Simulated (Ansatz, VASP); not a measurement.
TiAl3 in VASP and in Ansatz

INCAR

```
SYSTEM = TiAl3
PREC = Accurate ; ENCUT = 520
EDIFF = 1E-7 ; ISMEAR = 0
SIGMA = 0.1 ; LREAL = .False.
LASPH = .True. ; NELM = 80
ALGO = Normal ; ISIF = 2
LWAVE = .False. ; LCHARG = .True.
GGA = CA ; LELF = .True.
LVHAR = .True. ; NBANDS = 18
```

The input KPOINTS:

```
regular mesh
0
Gamma
  6 6 6
  0 0 0
```

File POSCAR:

```
TiAl3
1.0
   -1.9111067700      1.9111067700      4.2806687900
    1.9111067700     -1.9111067700      4.2806687900
    1.9111067700      1.9111067700     -4.2806687900
Ti Al
1 3
Direct
    0.0000000000      0.0000000000      0.0000000000
    0.5000000000      0.5000000000      0.0000000000
    0.7500000000      0.2500000000      0.5000000000
    0.2500000000      0.7500000000      0.5000000000
```

Input for Ansatz:

```yaml
crystal:
  lattice:
    - [-1.91110677, 1.91110677, 4.28066879]
    - [1.91110677, -1.91110677, 4.28066879]
    - [1.91110677, 1.91110677, -4.28066879]
  atoms:
    - { symbol: Ti, position: [0.0, 0.0, 0.0] }
    - { symbol: Al, position: [0.5, 0.5, 0.0] }
    - { symbol: Al, position: [0.75, 0.25, 0.5] }
    - { symbol: Al, position: [0.25, 0.75, 0.5] }
basis:
  ecutwfc: 420
kpoints:
  mp_grid: { grid: [6, 6, 6] }
hamiltonian:
  xc: lda
  pseudopotentials: { kind: paw, azcp: { folder: soft_1 } }
scf:
  occupations: { method: gaussian, width: 0.1 }
output:
  forces: true
  stress: true
  eigenvalues: true
```

The cell comes from a database or a generator and needn't be the stable form of this composition.

Alike in both runs: task single point; functional LDA; k mesh 6 × 6 × 6; occupations gaussian, width 0.1 eV; no spin polarisation.

|  | VASP | Ansatz |
| --- | --- | --- |
| version | VASP 6.6.1 | Ansatz 0.2.0 |
| potentials or method | VASP PAW LDA potentials, release 64 (Ti_sv, Al) | scalar-relativistic, plane waves, PAW |
| plane-wave cutoff (eV) | 520 | 420 |
| valence electrons in the cell | 21 | 21 |

```tsv
	VASP	Ansatz	Ansatz less VASP
gap on the k mesh at the Fermi level (eV)	none	none	-
pressure (GPa)	-3.3	-3.5	-0.17
largest component of the traceless stress (GPa)	0.49	0.48	-0.002
```

A gap of «none» marks a metal or a gap that the smearing closes. Ansatz warned: «pseudo_functional_mismatch».

Caveats: the k mesh is coarse (spacing up to 0.39 Å⁻¹), so the values aren't converged.
